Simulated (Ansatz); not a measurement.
# IrO2: the cost of one run

Program: Ansatz 0.2.0. Level of theory: DFT PBE, scalar-relativistic, plane waves, PAW. These are calculated values, not measurements.

1 further run of the same task is left out (set aside as unsound or not needed).

## (1) Starting point

Symmetry: P4_2/mnm, No. 136, tetragonal system. Conventional cell: a = 4.640 Å, b = 4.640 Å, c = 3.006 Å, α = 90.00°, β = 90.00°, γ = 90.00°. Ti (site symmetry mmm) is surrounded by 6 O at 1.97 to 2.01 Å. O (site symmetry m2m) has 3 Ti at 1.97 to 2.01 Å as nearest neighbours.

Structure file:

```cif
data_structure
_symmetry_space_group_name_H-M 'P4_2/mnm'
_symmetry_Int_Tables_number 136
_cell_length_a 4.6404
_cell_length_b 4.6404
_cell_length_c 3.0061
_cell_angle_alpha 90.000
_cell_angle_beta 90.000
_cell_angle_gamma 90.000
_cell_volume 64.73
loop_
_atom_site_label
_atom_site_type_symbol
_atom_site_symmetry_multiplicity
_atom_site_Wyckoff_symbol
_atom_site_fract_x
_atom_site_fract_y
_atom_site_fract_z
_atom_site_occupancy
Ti1 Ti 2 b 0.50000 0.50000 0.00000 1
O1 O 4 g 0.69435 0.69435 0.50000 1
```

It goes back to an entry of the Materials Project.

This cell was relaxed beforehand with the same method: volume 10.79 Å³/atom, gap on the mesh 2.26 eV.

## (2) Ti → Ir: the starting cell

IrO2 starts from the relaxed positions of TiO2, with all lengths scaled by 0.958, a guess from tabulated radii. Atoms that may carry a moment start with parallel spins.

## (3) Probe: one point at the start (IrO2)

Input file input.yaml:

```yaml
crystal:
  lattice:
    - [4.4471449336, 0.0, 0.0]
    - [0.0, 4.4471449336, 0.0]
    - [0.0, 0.0, 2.8809505357]
  atoms:
    - { symbol: Ir, position: [0.5, 0.5, 0.0], spin: 1.0 }
    - { symbol: Ir, position: [0.0, 0.0, 0.5], spin: 1.0 }
    - { symbol: O, position: [0.6943530394, 0.6943530394, 0.5] }
    - { symbol: O, position: [0.8056469606, 0.1943530394, 0.0] }
    - { symbol: O, position: [0.1943530394, 0.8056469606, 0.0] }
    - { symbol: O, position: [0.3056469606, 0.3056469606, 0.5] }
basis:
  ecutwfc: 420
kpoints:
  mp_grid: { grid: [4, 4, 6] }
hamiltonian:
  xc: pbe
scf:
  occupations: { method: gaussian, width: 0.1 }
  lower_state_search: "off"
output:
  forces: true
  stress: true
  eigenvalues: true
  populations: true
magnetization:
  spin_polarized: true
```

Command:

```console
$ ansatz run input.yaml --threads 1 --pin off --max-ram 2560MiB --backend cpu --events-out ev --progress --plain --runs-dir out
```

What time and memory should one allow on 1 thread of Oxide Virtual Turin-like (Zen 5), shared host?

About 8.6 s, with a peak of 0.41 GiB.
